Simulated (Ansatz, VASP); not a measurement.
**Two plane-wave programs on NiO**

The input INCAR:

```
PREC = Accurate ; ENCUT = 520
EDIFF = 1E-7 ; ISMEAR = -1
SIGMA = 0.05 ; LREAL = F
LASPH = T ; NELM = 100
ALGO = Normal ; ISIF = 2
LWAVE = F ; LCHARG = F
ISPIN = 2 ; MAGMOM = 1 0
LORBIT = 11 ; LMAXMIX = 4
GGA = PE ; NBANDS = 19
```

The input KPOINTS:

```
regular mesh
0
Gamma
  11 11 10
```

POSCAR

```
NiO
1.0
    2.7454472496      0.0000000000      0.0000000000
   -1.3727236198      2.3776270585      0.0000000000
    0.0000000000      0.0000000000      2.6794204881
Ni O
1 1
Direct
    0.0000000000      0.0000000000      0.0000000000
    0.6666666667      0.3333333333      0.5000000000
```

The input input.yaml:

```yaml
crystal:
  lattice:
    - [2.7454472496, 0.0, 0.0]
    - [-1.3727236198, 2.3776270585, 0.0]
    - [0.0, 0.0, 2.6794204881]
  atoms:
    - { symbol: Ni, position: [0.0, 0.0, 0.0], spin: 1.0 }
    - { symbol: O, position: [0.6666666667, 0.3333333333, 0.5] }
hamiltonian:
  xc: pbe
  pseudopotentials: { kind: paw }
magnetization:
  spin_polarized: true
kpoints:
  mp_grid: { grid: [11, 11, 10] }
scf:
  occupations: { method: fermi_dirac, width: 0.05 }
output:
  forces: true
  stress: true
  eigenvalues: true
  write_density: true
  write_potential: true
  elf: true
  volumetric_format: npy
```

Change from the starting cell: volume scaled by 0.96.

Alike in both runs: task single point; functional PBE; k mesh 11 × 11 × 10; occupations fermi-dirac, width 0.05 eV; collinear spin, ferromagnetic start.

```csv
,VASP,Ansatz
version,VASP 6.6.1,Ansatz 0.2.0
potentials or method,"VASP PAW PBE potentials, release 64 (Ni, O)",Ansatz PAW
plane-wave cutoff (eV),520,420
valence electrons in the cell,16,24
```

```tsv
	VASP	Ansatz	Ansatz less VASP
gap on the k mesh at the Fermi level (eV)	none	none	-
pressure (GPa)	13.3	8.0	-5.32
largest component of the traceless stress (GPa)	1.38	0.77	-0.609
net moment per atom (μB)	0.84	0.00	-0.839
size of the moment on the site where the two differ most (μB)	1.28	0.00	-1.277
```

The net moments differ so much that the two runs ended in different magnetic states, which moves the other rows too. Site moments also hang on the region over which each program counts them. A gap of «none» marks a metal or a gap that the smearing closes. The two sets of potentials don't hold the same shells in valence.

Caveats: semilocal functionals often make such compounds metallic where correlation or magnetic order opens a gap, which also shifts bond lengths; a cell with one magnetic atom can't hold antiferromagnetic order, which such compounds often take (VASP); the pressure holds a Pulay correction of +0.8 GPa for the finite cutoff (Ansatz); the starting moments weren't kept (Ansatz).
